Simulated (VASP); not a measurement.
# P (R-3m) in VASP: further runs

The runs below take P through single point, with PBE.

Program: VASP 6.6.1. These are calculated values, not measurements. Logs are shortened: lines on timing, memory, paths and dates and some standing lists are left out, and cuts for length are marked.

### Step 1. The undisturbed crystal

It takes space group R-3m (No. 166, trigonal). Conventional cell: a = 3.451 Å, b = 3.451 Å, c = 9.389 Å, α = 90.00°, β = 90.00°, γ = 120.00°. P (site symmetry 3m) is surrounded by 3 P at 2.29 Å.

This isn't the form of P at room conditions, which is orthorhombic.

### Step 2. Single point, PBE (volume scaled by 1.02)

Contents of INCAR:

```
ALGO     = Fast           # electronic algorithm
EDIFF    = 1E-6           # SCF threshold, eV
ENCUT    = 520            # plane-wave cutoff, eV
GGA      = PE             # functional
ISIF     = 2              # what is computed and relaxed
ISMEAR   = -1             # smearing method
LASPH    = T              # aspherical terms in the spheres
LCHARG   = F              # write CHGCAR
LREAL    = F              # projectors in reciprocal space
LWAVE    = F              # write WAVECAR
NBANDS   = 12             # bands
NELM     = 100            # most SCF steps
PREC     = Accurate       # precision mode
SIGMA    = 0.05           # smearing width, eV
```

Contents of KPOINTS:

```
k-points
0
Gamma
  9 9 9
```

Contents of POSCAR:

```
P
1.0
    1.7371541546      1.0029464188      3.1504069738
   -1.7371541546      1.0029464188      3.1504069738
    0.0000000000     -2.0058928376      3.1504069738
P
2
Direct
    0.7729197500      0.7729197500      0.7729197500
    0.2270802500      0.2270802500      0.2270802500
```

Potentials or basis: VASP PAW PBE potentials, release 64 (P).

Run with:

```console
> cat potpaw_PBE.64/P/POTCAR > POTCAR
> mpirun -np 1 vasp_std > vasp.out
```

OUTCAR:

```text
EDIFF = 1E-6
   ENCUT = 520
   GGA = PE
   ISIF = 2
   ISMEAR = -1
   LASPH = T
   LREAL = F
   NELM = 100
   PREC = Accurate

 ion  position               nearest neighbor table
   1  0.773  0.773  0.773-   2 2.31   2 2.31   2 2.31   2 2.84   2 2.84   2 2.84
   2  0.227  0.227  0.227-   1 2.31   1 2.31   1 2.31   1 2.84   1 2.84   1 2.84

  LATTYP: Found a trigonal (rhomboedric) cell.
 ALAT       =     3.7347918518
 COS(alpha) =     0.5673129383

  Lattice vectors:

 A1 = (   1.7371541546,   1.0029464188,   3.1504069738)
 A2 = (  -1.7371541546,   1.0029464188,   3.1504069738)
 A3 = (   0.0000000000,  -2.0058928376,   3.1504069738)

Analysis of symmetry for initial positions (statically):
=====================================================================
 Subroutine PRICEL returns:
 Original cell was already a primitive cell.

 Routine SETGRP: Setting up the symmetry group for a
 trigonal (rhombohedral) supercell.

 Subroutine GETGRP returns: Found 12 space group operations
 (whereof 12 operations were pure point group operations)
 out of a pool of 12 trial point group operations.

The static configuration has the point symmetry D_3d.

Analysis of symmetry for dynamics (positions and initial velocities):
=====================================================================
 Subroutine PRICEL returns:
 Original cell was already a primitive cell.

 Routine SETGRP: Setting up the symmetry group for a
 trigonal (rhombohedral) supercell.

 Subroutine GETGRP returns: Found 12 space group operations
 (whereof 12 operations were pure point group operations)
 out of a pool of 12 trial point group operations.

The dynamic configuration has the point symmetry D_3d.

 Subroutine INISYM returns: Found 12 space group operations
 (whereof 12 operations are pure point group operations),
 and found     1 'primitive' translations

----------------------------------------------------------------------------------------

                                     Primitive cell

  volume of cell :      32.9332

  direct lattice vectors                    reciprocal lattice vectors
     1.737154155  1.002946419  3.150406974     0.287827075  0.166177040  0.105806436
    -1.737154155  1.002946419  3.150406974    -0.287827075  0.166177040  0.105806436
     0.000000000 -2.005892838  3.150406974     0.000000000 -0.332354079  0.105806436

  length of vectors
[... 91 lines left out ...]
   TEBEG  =    0.0;   TEEND  =   0.0 temperature during run
   PSTRESS=    0.0 pullay stress
   NELECT =      10.0000    total number of electrons
   NUPDOWN=      -1.0000    fix difference up-down
   EMIN   =  10.00;   EMAX   =-10.00  energy-range for DOS
   EFERMI =   0.00;   METHOD = LEGACY
   ISMEAR =    -1;   SIGMA  =   0.05  broadening in eV -4-tet -1-fermi 0-gaus
   EFERMI_NEDOS =   21; number of points for ismear=-14 and -15
   IALGO  =     68    algorithm
   IMIX   =      4    mixing-type and parameters
     AMIX     =   0.40;   BMIX     =  1.00
     AMIX_MAG =   1.60;   BMIX_MAG =  1.00
  volume/ion in A,a.u.               =      16.47       111.12
  Fermi-wavevector in a.u.,A,eV,Ry     =   1.100348  2.079357 16.473476  1.210766
  Thomas-Fermi vector in A             =   2.236758
   LORBIT       =      0    0 simple, 1 ext, 2 COOP (PROOUT), +10 PAW based schemes
   GGA     = PE    functional components
   LHFCALC =     F    Hartree Fock is set to
   AEXX    =    0.0000 exact exchange contribution
   IVDW    =     0    specifies the selected vdW correction
   LEPSILON=     F    determine dielectric tensor
   LRPA    =     F    only Hartree local field effects (RPA)
 non-spin polarized calculation
 RMM-DIIS sequential band-by-band and
  energy-cutoff  :      520.00
  volume of cell :       32.93
 maximum number of plane-waves:       906
   NGX = 13   NGY = 13   NGZ = 13

 number of electron      10.0000000 magnetization

 Free energy of the ion-electron system (eV)
  ---------------------------------------------------
  ext. energy  EPLUGINS =         0.00000000
  ---------------------------------------------------
  free energy    TOTEN  =       -10.65725165 eV

  energy without entropy =      -10.65509641  energy(sigma->0) =      -10.65617403

 E-fermi :   8.7678     XC(G=0): -10.6645

 val. band max:        8.7602544263   @ k =   0.4444   0.4444   0.4444
 cond. band min:       8.8114518354   @ k =   0.3333   0.1111   0.1111
 fundamental gap:      0.0511974090
 Fermi energy:         8.7677655947

 k-point     1 :       0.0000    0.0000    0.0000
  band No.  band energies     occupation
      1      -7.6250      2.00000
      2       4.9431      2.00000
      3       5.6106      2.00000
      4       5.8365      2.00000
      5       5.8365      2.00000
      6      10.0324      0.00000
      7      11.3265      0.00000
      8      11.3265      0.00000
      9      14.5162      0.00000
     10      14.5162      0.00000
     11      15.8167      0.00000
     12      15.8653      0.00000
[... 331 lines left out ...]
 k-point    24 :       0.4444    0.4444   -0.0000
  band No.  band energies     occupation
      1      -4.2946      2.00000
      2      -0.9556      2.00000
      3       2.0410      2.00000
      4       3.4299      2.00000
      5       3.5412      2.00000
      6       8.9429      0.05847
      7      14.5672      0.00000
      8      15.8917      0.00000
      9      16.3728      0.00000
     10      17.5429      0.00000
     11      21.3127      0.00000
     12      21.3384      0.00000

 [... further k-points ...]

------------------------ aborting loop because EDIFF is reached ----------------------------------------

  FORCE on cell =-STRESS in cart. coord.  units (eV):
  Direction    XX          YY          ZZ          XY          YZ          ZX
  --------------------------------------------------------------------------------------
  -------------------------------------------------------------------------------------
  Total        0.0067835      0.0067835     -0.1462831      0.0000000      0.0000000      0.0000000
  in kB        0.3300124      0.3300124     -7.1165678      0.0000000      0.0000000      0.0000000
  external PRESSURE =      -2.1521810 kB  Pullay stress =       0.0000000 kB

 VOLUME and BASIS-vectors are now :
 -----------------------------------------------------------------------------
  energy-cutoff  :      520.00
  volume of cell :       32.93
      direct lattice vectors                 reciprocal lattice vectors
     1.737154155  1.002946419  3.150406974     0.287827075  0.166177040  0.105806436
    -1.737154155  1.002946419  3.150406974    -0.287827075  0.166177040  0.105806436
     0.000000000 -2.005892838  3.150406974     0.000000000 -0.332354079  0.105806436

 POSITION                                       TOTAL-FORCE (eV/Angst)
 -----------------------------------------------------------------------------------
      0.00000      0.00000      7.30504         0.000000      0.000000     -0.053046
      0.00000      0.00000      2.14619         0.000000     -0.000000      0.053046
 -----------------------------------------------------------------------------------
    total drift:                                0.000000     -0.000000     -0.000000

  FREE ENERGIE OF THE ION-ELECTRON SYSTEM (eV)
  ---------------------------------------------------
  free  energy   TOTEN  =       -10.6572516492 eV

  energy  without entropy=      -10.6550964111  energy(sigma->0) =      -10.65617403
```

stdout:

```text
POSCAR found type information on POSCAR P
 POSCAR found :  1 types and       2 ions
 scaLAPACK will be used
 LDA part: xc-table for (Slater+PW92), standard interpolation
 POSCAR, INCAR and KPOINTS ok, starting setup
 FFT: planning ... GRIDC
 FFT: planning ... GRID_SOFT
 FFT: planning ... GRID
 WAVECAR not read
 entering main loop
```

It took 24 s on 1 thread of Intel Xeon Platinum 8259CL at 2.50GHz (Skylake/Cascade Lake), shared host; peak memory 0.16 GiB.

Results:

* Free energy: -10.6573 eV
* Pressure: -0.2 GPa
* Largest force: 0.053 eV/Å
* Band gap on the k mesh: none (metal or under the smearing width)

Forces on the atoms (eV/Å):
```
P    0.000  0.000 -0.053
P    0.000  0.000  0.053
```

Stress tensor (GPa, compression positive):
```
 0.03  0.00  0.00
 0.00  0.03  0.00
 0.00  0.00 -0.71
```

### Step 3. Single point, PBE (volume scaled by 1.04)

Contents of INCAR:

```
SYSTEM = P
PREC = Accurate
ENCUT = 520
EDIFF = 1E-6
ISMEAR = -1
SIGMA = 0.05
LREAL = .False.
LASPH = .True.
NELM = 100
ALGO = Fast
ISIF = 2
LWAVE = .False.
LCHARG = .False.
GGA = PE
NBANDS = 12
```

Contents of KPOINTS:

```
regular mesh
0
Gamma
  9 9 9
  0 0 0
```

Contents of POSCAR:

```
P
1.0
    1.7484346925      1.0094592404      3.1708647352
   -1.7484346925      1.0094592404      3.1708647352
    0.0000000000     -2.0189184807      3.1708647352
P
2
Direct
    0.7729197500      0.7729197500      0.7729197500
    0.2270802500      0.2270802500      0.2270802500
```

Potentials or basis: VASP PAW PBE potentials, release 64 (P).

Run with:

```console
> cat potpaw_PBE.64/P/POTCAR > POTCAR
> mpirun -np 1 vasp_std > vasp.out
```

It took 24 s on 1 thread of Intel Xeon Platinum 8259CL at 2.50GHz (Skylake/Cascade Lake), shared host; peak memory 0.16 GiB.

The run converged. Its results:

| Item | Value |
| --- | --- |
| Free energy | -10.6532 eV |
| Pressure | -1.8 GPa |
| Largest force | 0.083 eV/Å |
| Band gap on the k mesh | none (metal or under the smearing width) |

Forces on the atoms (eV/Å):
```
P    0.000  0.000  0.083
P    0.000  0.000 -0.083
```

Stress tensor (GPa, compression positive):
```
-1.78  0.00  0.00
 0.00 -1.78  0.00
 0.00  0.00 -1.92
```

Levels at points of the mesh, in eV from the Fermi level:
| k point | band 2 | band 3 | band 4 | band 5 | band 6 | band 7 | band 8 | band 9 |
| --- | --- | --- | --- | --- | --- | --- | --- | --- |
| (0.00, 0.00, 0.00) | -3.94 | -3.08 | -2.87 | -2.87 | 1.28 | 2.56 | 2.56 | 5.78 |
